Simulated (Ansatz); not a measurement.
# Ir (Iridium): elastic constants, part 2 of 2

The task, for Ir (Iridium): relax to small forces and stress and compute the elastic constants.

Ansatz 0.2.0; DFT r2SCAN, scalar-relativistic, plane waves, PAW.

**3. Elastic constants, atoms relaxed**

The COD entry's cell or inner coordinates are ideal or old and differ from later refinements, so a difference from it is no clean test against experiment.

input.yaml reads:

```yaml
crystal:
  lattice:
    - [0.0, 1.9230643236, 1.9230643236]
    - [1.9230643236, 0.0, 1.9230643236]
    - [1.9230643236, 1.9230643236, 0.0]
  atoms:
    - { symbol: Ir, position: [0.0, 0.0, 0.0] }
basis:
  ecutwfc: 500
kpoints:
  mp_grid: { grid: [20, 20, 20] }
hamiltonian:
  xc: r2scan
scf:
  occupations: { method: fermi_dirac, width: 0.15 }
output:
  forces: true
  stress: true
  eigenvalues: true
elastic:
  mode: relaxed_ion
  amplitude: 0.005
```

Run with:

```sh
$ ansatz run input.yaml --threads 1 --pin off --max-ram 2560MiB --backend cpu --events-out ev --progress --plain --runs-dir out
```

Log:

```text
Warning: RAYON_NUM_THREADS=1 ignored (pool sized by the plan → 1); use --threads N
Engine: ansatz 0.2.0, x86_64-unknown-linux-gnu
Pseudopotentials: kind: paw
Pseudopotential: Ir, paw, valence charge 17, recommended cutoff 500 eV (meta_gga), Ir.paw.azcp
Functional definition: r2SCAN
  parameter k0 = 0.174
  parameter k1 = 0.065
  parameter a1 = 4.9479
  exchange = r2scan_x(k0 = k0, k1 = k1, a1 = a1)
  correlation = r2scan_c
Crystal: 1 atoms, lattice volume = 14.224 Å³
Basis set: ecut = 500 eV, 339 PW (Γ), exchange–correlation on 80×80×80 points (64 copies of the dense FFT grid, shifted against one another)
Bands: 13, of which v1, the nominal top of the filled ones, is band 9 counted from 1 (8 counted from 0)
Symmetry: 48 space group operations
Space group: Fm-3m (ITA 225), of the structure as read, at distance tolerance 2.4e-5 Å
k-points: 256 of 8000
Non-local potential: Ir, projectors of the file, l = 0: 3, l = 1: 2, l = 2: 2, l = 3: 1
PAW form: soft (Blöchl's): semilocal exchange-correlation on the pseudo side does not see the compensation charge
PAW frozen core: Ir, regenerated for the run's functional (the file was generated under x = pbe(κ = 0.804, μ = 0.2195149727645171), c = pbe(β = 0.06672455060314922))
PAW one-centre angular grid: Ir, 590 points (default); XC on 160 Gauss nodes
Initial density: superposition of atomic densities (neutral atoms: chi_scale 0, normalization atom), corrected by the library's trained network
Initial wavefunctions: pseudopotential atomic-orbital guess
Functional: x = r2scan, c = r2scan; τ floored in thin density (d = 2e-4 eV/Å³)
SCF iter   1: F=—  HF=-11948.729785 eV  |F-HF|=—  |Δ(HF+E_count)|=         —  Δρ=1.10e-2  dr2=7.89e-3  dr2_τ=3.68e-2  ethr=1.77e-3  ⟨swp⟩=5.0  Hψ=18800  notcnv=0
preconditioner: auto → none  [metal: Δε(μ)=0.004 eV  Ē_g=14.871 eV  σ=0.150 eV  W_gap=0.01  n_scr=0 (ndim 8)  ℏωp=29.5 eV  f_vac=0.000  D(μ)=0.86/eV (n_scr^D=14)]
SCF iter   2: F=—  HF=-11948.755840 eV  |F-HF|=—  |Δ(HF+E_count)|=   2.61e-2  Δρ=5.03e-3  dr2=8.16e-4  dr2_τ=4.57e-4  ethr=4.64e-5  ⟨swp⟩=2.0  Hψ=7561  notcnv=0
SCF iter   3: F=—  HF=-11948.756506 eV  |F-HF|=—  |Δ(HF+E_count)|=   6.66e-4  Δρ=1.65e-3  dr2=8.39e-5  dr2_τ=2.70e-5  ethr=4.80e-6  ⟨swp⟩=2.0  Hψ=4129  notcnv=0
SCF iter   4: F=—  HF=-11948.756594 eV  |F-HF|=—  |Δ(HF+E_count)|=   8.73e-5  Δρ=1.33e-4  dr2=9.65e-7  dr2_τ=1.08e-7  ethr=4.94e-7  ⟨swp⟩=2.3  Hψ=4801  notcnv=0
SCF iter   5: F=—  HF=-11948.756590 eV  |F-HF|=—  |Δ(HF+E_count)|=   3.49e-6  Δρ=3.48e-5  dr2=1.03e-7  dr2_τ=1.52e-8  ethr=5.68e-9  ⟨swp⟩=2.1  Hψ=5144  notcnv=0
SCF iter   6: F=—  HF=-11948.756590 eV  |F-HF|=—  |Δ(HF+E_count)|=   3.25e-8  Δρ=1.08e-5  dr2=1.12e-8  dr2_τ=9.80e-10  ethr=6.07e-10  ⟨swp⟩=2.2  Hψ=4531  notcnv=0
SCF iter   7: F=—  HF=-11948.756590 eV  |F-HF|=—  |Δ(HF+E_count)|=   4.10e-9  Δρ=1.62e-6  dr2=2.69e-10  dr2_τ=2.28e-11  ethr=6.58e-11  ⟨swp⟩=2.0  Hψ=4501  notcnv=0
SCF iter   8: F=—  HF=-11948.756590 eV  |F-HF|=—  |Δ(HF+E_count)|=  2.02e-10  Δρ=1.65e-7  dr2=2.58e-12  dr2_τ=1.65e-13  ethr=1.59e-12  ⟨swp⟩=2.1  Hψ=4767  notcnv=0
SCF iter   9: F=-11948.756590 eV  HF=-11948.756590 eV  |F-HF|=5.46e-12  |Δ(HF+E_count)|=  5.46e-12  Δρ=1.65e-8  dr2=2.31e-14  dr2_τ=3.35e-15  ethr=1.00e-12  ⟨swp⟩=3.0  Hψ=13621  notcnv=0
SCF 1 converged in 9 iterations: F = -11948.756590 eV  dr2 = 2.31e-14
Initial density: handed on by an earlier stage of this run
Initial wavefunctions: those handed on with the density
iter 1 solved again at ethr=1.00e-12 eV; its pass at ethr=3.10e-3 eV (dr2=2.89e-14 eV) is discarded
[... 1 line left out ...]
preconditioner: auto → none  [metal: Δε(μ)=0.031 eV  Ē_g=14.833 eV  σ=0.150 eV  W_gap=0.05  n_scr=0 (ndim 8)  ℏωp=29.5 eV  f_vac=0.000  D(μ)=0.85/eV (n_scr^D=14)]
[... 1 line left out ...]
SCF 2 converged in 2 iterations: F = -11948.756590 eV  dr2 = 3.81e-15
Crystal: 1 atoms, lattice volume = 14.081 Å³
Symmetry: 16 space group operations
k-points: 641 of 8000
[... 2 lines left out ...]
preconditioner: auto → none  [metal: Δε(μ)=0.008 eV  Ē_g=14.964 eV  σ=0.150 eV  W_gap=0.01  n_scr=0 (ndim 8)  ℏωp=29.7 eV  f_vac=0.000  D(μ)=0.83/eV (n_scr^D=8)]
[... 9 lines left out ...]
SCF 3 converged in 10 iterations: F = -11948.753746 eV  dr2 = 4.85e-17
Crystal: 1 atoms, lattice volume = 14.366 Å³
[... 2 lines left out ...]
preconditioner: auto → none  [metal: Δε(μ)=0.015 eV  Ē_g=14.707 eV  σ=0.150 eV  W_gap=0.03  n_scr=0 (ndim 8)  ℏωp=29.4 eV  f_vac=0.000  D(μ)=0.86/eV (n_scr^D=14)]
[... 6 lines left out ...]
SCF 4 converged in 7 iterations: F = -11948.753861 eV  dr2 = 2.43e-14
Crystal: 1 atoms, lattice volume = 14.295 Å³
[... 1 line left out ...]
preconditioner: auto → none  [metal: Δε(μ)=0.010 eV  Ē_g=14.768 eV  σ=0.150 eV  W_gap=0.02  n_scr=0 (ndim 8)  ℏωp=29.5 eV  f_vac=0.000  D(μ)=0.85/eV (n_scr^D=14)]
[... 4 lines left out ...]
SCF 5 converged in 5 iterations: F = -11948.755900 eV  dr2 = 8.26e-14
Crystal: 1 atoms, lattice volume = 14.153 Å³
[... 1 line left out ...]
preconditioner: auto → none  [metal: Δε(μ)=0.016 eV  Ē_g=14.895 eV  σ=0.150 eV  W_gap=0.03  n_scr=0 (ndim 8)  ℏωp=29.6 eV  f_vac=0.000  D(μ)=0.84/eV (n_scr^D=12)]
[... 5 lines left out ...]
SCF 6 converged in 6 iterations: F = -11948.755885 eV  dr2 = 1.99e-14
Crystal: 1 atoms, lattice volume = 14.223 Å³
Symmetry: 8 space group operations
k-points: 1166 of 8000
[... 2 lines left out ...]
preconditioner: auto → none  [metal: Δε(μ)=0.004 eV  Ē_g=14.830 eV  σ=0.150 eV  W_gap=0.01  n_scr=0 (ndim 8)  ℏωp=29.5 eV  f_vac=0.000  D(μ)=0.85/eV (n_scr^D=14)]
[... 8 lines left out ...]
SCF 7 converged in 9 iterations: F = -11948.755366 eV  dr2 = 7.91e-14
[... 2 lines left out ...]
preconditioner: auto → none  [metal: Δε(μ)=0.011 eV  Ē_g=14.829 eV  σ=0.150 eV  W_gap=0.02  n_scr=0 (ndim 8)  ℏωp=29.5 eV  f_vac=0.000  D(μ)=0.85/eV (n_scr^D=14)]
[... 6 lines left out ...]
SCF 8 converged in 7 iterations: F = -11948.755366 eV  dr2 = 2.49e-14
SCF iter   1: F=—  HF=-11948.756281 eV  |F-HF|=—  |Δ(HF+E_count)|=         —  Δρ=4.62e-5  dr2=5.30e-9  dr2_τ=1.23e-10  ethr=1.00e-12  ⟨swp⟩=8.8  Hψ=118182  notcnv=0
preconditioner: auto → none  [metal: Δε(μ)=0.010 eV  Ē_g=14.832 eV  σ=0.150 eV  W_gap=0.02  n_scr=0 (ndim 8)  ℏωp=29.5 eV  f_vac=0.000  D(μ)=0.85/eV (n_scr^D=14)]
SCF iter   2: F=—  HF=-11948.756282 eV  |F-HF|=—  |Δ(HF+E_count)|=   1.06e-6  Δρ=2.31e-5  dr2=1.31e-9  dr2_τ=2.49e-8  ethr=1.00e-12  ⟨swp⟩=2.0  Hψ=34000  notcnv=0
SCF iter   3: F=—  HF=-11948.756282 eV  |F-HF|=—  |Δ(HF+E_count)|=   3.98e-7  Δρ=3.06e-7  dr2=2.85e-12  dr2_τ=2.49e-12  ethr=1.00e-12  ⟨swp⟩=2.0  Hψ=24658  notcnv=0
SCF iter   4: F=—  HF=-11948.756282 eV  |F-HF|=—  |Δ(HF+E_count)|=  3.82e-11  Δρ=8.71e-8  dr2=3.02e-13  dr2_τ=6.02e-14  ethr=1.00e-12  ⟨swp⟩=5.0  Hψ=55421  notcnv=0
SCF iter   5: F=-11948.756282 eV  HF=-11948.756282 eV  |F-HF|=1.64e-11  |Δ(HF+E_count)|=  5.46e-12  Δρ=3.39e-8  dr2=6.80e-14  dr2_τ=1.43e-14  ethr=1.00e-12  ⟨swp⟩=4.0  Hψ=45750  notcnv=0
SCF 9 converged in 5 iterations: F = -11948.756282 eV  dr2 = 6.80e-14
SCF iter   1: F=—  HF=-11948.756281 eV  |F-HF|=—  |Δ(HF+E_count)|=         —  Δρ=4.62e-5  dr2=5.30e-9  dr2_τ=1.23e-10  ethr=1.00e-12  ⟨swp⟩=8.7  Hψ=120005  notcnv=0
SCF iter   2: F=—  HF=-11948.756282 eV  |F-HF|=—  |Δ(HF+E_count)|=   1.06e-6  Δρ=2.31e-5  dr2=1.31e-9  dr2_τ=2.49e-8  ethr=1.00e-12  ⟨swp⟩=2.0  Hψ=34032  notcnv=0
SCF iter   3: F=—  HF=-11948.756282 eV  |F-HF|=—  |Δ(HF+E_count)|=   3.98e-7  Δρ=3.07e-7  dr2=2.86e-12  dr2_τ=2.53e-12  ethr=1.00e-12  ⟨swp⟩=2.0  Hψ=24653  notcnv=0
SCF iter   4: F=—  HF=-11948.756282 eV  |F-HF|=—  |Δ(HF+E_count)|=  3.82e-11  Δρ=8.74e-8  dr2=3.05e-13  dr2_τ=6.07e-14  ethr=1.00e-12  ⟨swp⟩=5.0  Hψ=55426  notcnv=0
SCF iter   5: F=-11948.756282 eV  HF=-11948.756282 eV  |F-HF|=0.00e0  |Δ(HF+E_count)|=  3.64e-12  Δρ=3.37e-8  dr2=6.86e-14  dr2_τ=1.46e-14  ethr=1.00e-12  ⟨swp⟩=4.0  Hψ=45757  notcnv=0
SCF 10 converged in 5 iterations: F = -11948.756282 eV  dr2 = 6.86e-14
SCF converged after 2 iterations
Free energy (F): -11948.756590 eV
Harris-Foulkes:  -11948.756590 eV  (|F-HF|=9.09e-12)
Internal energy: -11948.691607 eV  (E = F + TS)
E sigma→0 (E₀):  -11948.724099 eV
Entropy (-TS):   -0.064983 eV (-64.983 meV/atom)
Fermi energy:    25.371074 eV
--- Per-component energies (eV) ---
  E_band       = -103.149806
  E_kinetic    = 623.468108
  E_local      = -1072.420332  (includes V_loc(G=0)·N_el)
  E_nonlocal   = 73.942204
  E_hartree    = 412.198679
  E_xc         = -255.458970
  E_vxc        = -333.559475  (∫ρ·V_xc dr)
  E_paw        = -9249.702142  (= ΣΔE_a)
  E_vpaw       = -239.685321  (= ΣTr[D̂ρ^β])
  E_aug_tail   = -0.000017  (compensation charges beyond the density's cutoff)
  E_vtau       = 20.707668  (kinetic-family band-sum trace: ∫τ·v_τ [+ j·A + Jᵃ·Aᵃ] dr)
  E_ewald      = -2480.402244
  E_core_change = -0.316894  (= ΣΔE_core)
  E_smearing   = -0.064983  (= −TS)
  E_closure    = 0.000000  (closes the sum)
  Σ components = -11948.756590   (vs F -11948.756590, Δ=0.00e0)
--- Forces (eV/Å), atoms counted from 1 ---
  atom   1  Ir     0.00000000    -0.00000000     0.00000000
  max |Σ_I F_I| component: 2.24e-30 eV/Å
--- Stress (GPa, compression-positive) ---
       -0.002892       0.000000       0.000000
        0.000000      -0.002892       0.000000
        0.000000       0.000000      -0.002892
  P = ⅓ Tr σ = -0.0029 GPa (-0.029 kbar)
--- Band table (eV; the first three rows and the last of 256) ---
  k-point 0: bands = ["-69.5167", "-25.3524", "-25.3524", "-25.3524", "13.9544", "21.4355", "21.4355", "21.4355", "24.1276", "24.1276", "39.6786", "45.4413", "45.4413"]
  k-point 1: bands = ["-69.5149", "-25.3736", "-25.3552", "-25.3552", "14.0712", "21.3720", "21.4859", "21.4859", "24.0945", "24.0945", "39.8799", "44.9087", "45.6331"]
  k-point 2: bands = ["-69.5098", "-25.4350", "-25.3636", "-25.3636", "14.4117", "21.2041", "21.6214", "21.6214", "24.0172", "24.0172", "40.4438", "43.7404", "46.1958"]
  k-point 255: bands = ["-69.4191", "-25.9028", "-25.9028", "-25.6690", "18.9700", "20.3921", "20.3921", "23.5183", "26.9814", "34.0015", "34.8218", "34.8218", "39.2820"]
--- Elastic constants: 2 strain directions × 4 members + reference (group order 48) ---
  dense FFT box of the reference and of every strained cell: 20×20×20
  strains applied: 11, 23; error gains: componentwise 1.00 (the most a stress slope's error grows in a printed constant), spectral 1.73 (1 for all six strains in a standard setting)
  C = ∂σ_k/∂η_j (tension-positive GPa; Voigt order 11 22 33 23 13 12):
       627.291    247.135    247.135      0.000     -0.000     -0.000
       247.135    627.291    247.135     -0.000      0.000      0.000
       247.135    247.135    627.291     -0.000      0.000      0.000
        -0.000      0.000      0.000    275.303     -0.000     -0.000
         0.000     -0.000      0.000      0.000    275.303     -0.000
        -0.000      0.000     -0.000     -0.000     -0.000    275.303
  reference stress σ⁰ (GPa):      0.003      0.003      0.003     -0.000     -0.000      0.000
  C* (energy form; C + prestress term) asymmetry max|C*_kj − C*_jk| = 8.527e-14 GPa — a small one proves nothing (zero by symmetry where the batch's group is 432, −43m or m−3m); a large one is finite-difference/SCF noise where every solve meets its electron count
  moduli (Voigt/Reuss/Hill, GPa): K = 373.85/373.85/373.85   G = 241.21/233.44/237.32   E = 587.63   ν = 0.238
  mechanically stable: yes (min eigenvalue of sym C = 275.30 GPa)
  strain η (Voigt 11):  stress-route row diagonal C_11 = 627.29 GPa, energy-path curvature d²(F+E_count+ΔE)/dδ²/Ω₀ = 627.22 GPa
    cells at ±δ against ±2δ: C31 247.22 and 247.46 GPa, apart by 0.04 % of the column's largest entry
         δ    σ_11 (GPa)             F (eV)   n_scf  n_hpsi   n_pw
    -1.000e-2      -6.4773      -11948.7537462      10  206150    370   relax 0 steps, max|allowed force component| 0.00e0 eV/Å
    -5.000e-3      -3.1851      -11948.7558854       6  162722    371   relax 0 steps, max|allowed force component| 0.00e0 eV/Å
     5.000e-3       3.0881      -11948.7558996       5  153314    376   relax 0 steps, max|allowed force component| 0.00e0 eV/Å
     1.000e-2       6.0716      -11948.7538609       7  157457    378   relax 0 steps, max|allowed force component| 0.00e0 eV/Å
  strain η (Voigt 23):  stress-route row diagonal C_44 = 275.30 GPa, energy-path curvature d²(F+E_count+ΔE)/dδ²/Ω₀ = 275.25 GPa
    cells at ±δ against ±2δ: C44 275.29 and 275.25 GPa, apart by 0.01 % of the column's largest entry
         δ    σ_23 (GPa)             F (eV)   n_scf  n_hpsi   n_pw
    -1.000e-2      -2.7525      -11948.7553662       9  328195    373   relax 0 steps, max|allowed force component| 0.00e0 eV/Å
    -5.000e-3      -1.3765      -11948.7562824       5  293931    373   relax 0 steps, max|allowed force component| 0.00e0 eV/Å
     5.000e-3       1.3765      -11948.7562824       5  292085    373   relax 0 steps, max|allowed force component| 0.00e0 eV/Å
     1.000e-2       2.7525      -11948.7553662       7  268857    373   relax 0 steps, max|allowed force component| 0.00e0 eV/Å
```

Run time: 3.5 min. Hardware: 1 thread of Intel Xeon Platinum 8259CL at 2.50GHz (Skylake/Cascade Lake), shared host; peak memory 0.63 GiB.

Derived from the tensor and the density, 22.440 g/cm³, with v_l = √((B+4G/3)/ρ), v_t = √(G/ρ), v_m = [(2/v_t³+1/v_l³)/3]^(−1/3) and Θ = (ħ/k_B)·v_m·(6π²n/V)^(1/3):

| quantity | value |
| --- | --- |
| bulk modulus B | 373.9 GPa |
| shear modulus G | 237.3 GPa |
| B/G | 1.58 |
| universal anisotropy index | 0.17 |
| sound speeds v_l, v_t | 5546, 3252 m/s |
| Debye temperature Θ | 443 K |

Young's modulus by Cartesian direction:

```csv
direction,E (GPa)
"(1, 0, 0)",488
"(0, 1, 0)",488
"(0, 0, 1)",488
"(1, 1, 0)",608
"(1, 0, 1)",608
"(0, 1, 1)",608
"(1, 1, 1)",663
```

**4. What came out**

The summary covers parts 1 to 2.

| quantity | value |
| --- | --- |
| C11, C12, C44 (relaxed-ion) | 627, 247, 275 GPa |
| B, G, E (Hill) (relaxed-ion) | 374, 237, 588 GPa |
| Poisson ratio (relaxed-ion) | 0.24 |
| Debye temperature | 443 K |

What this shows: The tensor is positive definite (least eigenvalue 275 GPa), so the crystal resists every homogeneous strain. By Pugh's rule of thumb B/G = 1.58 (under 1.75) points to a brittle solid; Young's modulus ranges from about 488 to 663 GPa with direction. Measured bulk modulus of Ir: 339 GPa (powder; “Phase stability and electronic structure of iridium metal at the megabar range”, 2019, pmc:6586894). This calculation gives 374 GPa (+10.3 %). The run is for a static lattice at zero temperature. Spin-orbit coupling is left out for Ir. For a metal these values are sensitive to the k mesh. Against the measured lattice constant a of Ir, 3.837 Å (powder; “Phase stability and electronic structure of iridium metal at the megabar range”, 2019, pmc:6586894), the calculated 3.846 Å is off by +0.2 %. 2 values of this kind are on record in papers (3.837 to 3.838 Å); this one was drawn at random among those near their median, those with a stated uncertainty first. That is the cell relaxed with r2SCAN. The calculation is for a static lattice.
